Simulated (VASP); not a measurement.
A run of VASP 6.6.1 is set up as follows.

INCAR

```
PREC = Accurate
ENCUT = 600
EDIFF = 1E-7
ISMEAR = 1
SIGMA = 0.02
LREAL = False
LASPH = True
NELM = 100
ALGO = Normal
ISIF = 3
LWAVE = False
LCHARG = False
GGA = PE
IVDW = 12
IBRION = 2
NSW = 80
EDIFFG = -0.001
```

File KPOINTS:

```
regular mesh
0
Gamma
  8 8 8
```

POSCAR

```
S
1.0
    1.6385000000      0.9459884200      0.8613333300
   -1.6385000000      0.9459884200      0.8613333300
    0.0000000000     -1.8919768300      0.8613333300
S
1
Direct
    0.0000000000      0.0000000000      0.0000000000
```

Potentials or basis: VASP PAW PBE potentials, release 64 (S).

Launch:

```sh
$ cat potpaw_PBE.64/S/POTCAR > POTCAR
$ mpirun -np 1 vasp_std > vasp.out
```

Task: What does it give for the dispersion energy per atom?

Result: -0.370 eV.

Task: What does it give for the relaxed volume?

Result: 16.58 Å³/atom.

Task: Predict the band gap on the k mesh.

Result: None (metal or under the smearing width).

Task: Estimate the space group after relaxing (to 0.05 Å).

Result: R-3m (No. 166).

Step by step:
```tsv
step	energy change (eV)	largest force (eV/Å)	pressure (GPa)	volume (Å³)
1	0.0000	0.0000	197.39	8.01
2	-1.8756	0.0000	-15.90	25.76
3	-2.6958	0.0000	-0.68	15.41
4	-2.6963	0.0000	0.30	15.23
5	-2.7927	0.0000	1.78	15.47
6	-2.8783	0.0000	3.47	15.67
7	-2.8742	0.0000	6.58	15.53
8	-2.8122	0.0000	-9.40	18.36
9	-2.8890	0.0000	0.38	16.37
10	-2.8891	0.0000	0.79	16.31
11	-2.8932	0.0000	0.47	16.40
12	-2.8964	0.0000	0.04	16.48
13	-2.9085	0.0000	-0.17	16.62
14	-2.8954	0.0000	-2.36	16.79
15	-2.9088	0.0000	-0.44	16.65
16	-2.9089	0.0000	-0.33	16.64
17	-2.9087	0.0000	0.58	16.45
18	-2.9090	0.0000	0.00	16.58
19	-2.9090	0.0000	0.00	16.58
20	-2.9090	0.0000	-0.16	16.61
21	-2.9090	0.0000	-0.02	16.58
22	-2.9090	0.0000	-0.01	16.58
23	-2.9090	0.0000	0.00	16.58
24	-2.9090	0.0000	-0.01	16.58
25	-2.9090	0.0000	-0.01	16.58
26	-2.9090	0.0000	-0.01	16.58
27	-2.9090	0.0000	-0.01	16.58
28	-2.9090	0.0000	0.02	16.58
29	-2.9090	0.0000	0.00	16.58
```

Caveat: the k mesh is coarse (spacing up to 0.41 Å⁻¹), so the values aren't converged; the volume moved by over 15 % at a fixed basis, so the end points are rough; the volume moved by +107 % from the deposited cell, more than functionals usually miss; pairwise dispersion overbinds metals, which lowers pressure and volume. Zero-point motion and thermal expansion aren't in these numbers.
